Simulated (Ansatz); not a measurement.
**Forms of Sn₂Se: one energy to predict**

The calculation used DFT PBE, scalar-relativistic, plane waves, PAW in Ansatz 0.2.0. Settings: cutoff 420 eV, Γ-centred meshes spaced at most about 0.3 Å⁻¹, and about 0.25 Å⁻¹ or finer for metals (2π included), Gaussian smearing. No spin polarisation.

These are static total energies at zero pressure. Rows are sorted by volume; energies count from the lowest form computed. Coordination counts Se atoms around Sn (those within 1.25 times the shortest such distance or 1.15 times the sum of covalent radii; the shortest distance is added where it is long for a bond; a slash parts the counts of unlike sites).

```tsv
row	form	source	atoms	coordination	V (Å³/atom)	gap on mesh (eV)	ΔE (meV/atom)
1	P6/mmm	invented	3	Sn 3 from 3.2 Å	26.8	0	244
2	P6/mmm	invented	3	Sn 1	27.0	0	?
3	P6/mmm	invented	3	Sn 6 from 3.5 Å	27.3	0	343
4	P4/nmm	invented	6	Sn 1 from 3.1 Å/5	28.1	0	0
5	anti-fluorite type, Fm-3m	invented	3	Sn 4 from 3.1 Å	30.8	0	406
6	P4/mmm	invented	3	Sn 2	33.8	0	411
```

The cell of row 2:

```cif
data_structure
_symmetry_space_group_name_H-M 'P 1'
_symmetry_Int_Tables_number 1
_cell_length_a 3.2484
_cell_length_b 3.2484
_cell_length_c 8.8783
_cell_angle_alpha 90.000
_cell_angle_beta 90.000
_cell_angle_gamma 120.000
_cell_volume 81.13
loop_
_atom_site_label
_atom_site_type_symbol
_atom_site_fract_x
_atom_site_fract_y
_atom_site_fract_z
_atom_site_occupancy
Sn1 Sn 0.00000 0.00000 0.81791 1
Sn2 Sn 0.00000 0.00000 0.18209 1
Se1 Se 0.00000 0.00000 0.50000 1
```

Task: Estimate the missing energy, and say where the row ranks.

Result: 0.32 eV/atom, which puts it above row 1 and below row 3. Counting Se atoms around Sn, row 2 has Sn 1 and the lowest form (row 4) has Sn 1 from 3.1 Å/5.

An observed structure of this formula, if there is one, may be missing.

The k mesh leaves some 4 meV/atom of noise in the energy of each metallic cell. Cells relaxed within their symmetry can be saddle points. Some candidate types were left out of the draw beforehand, so a known form may be missing.
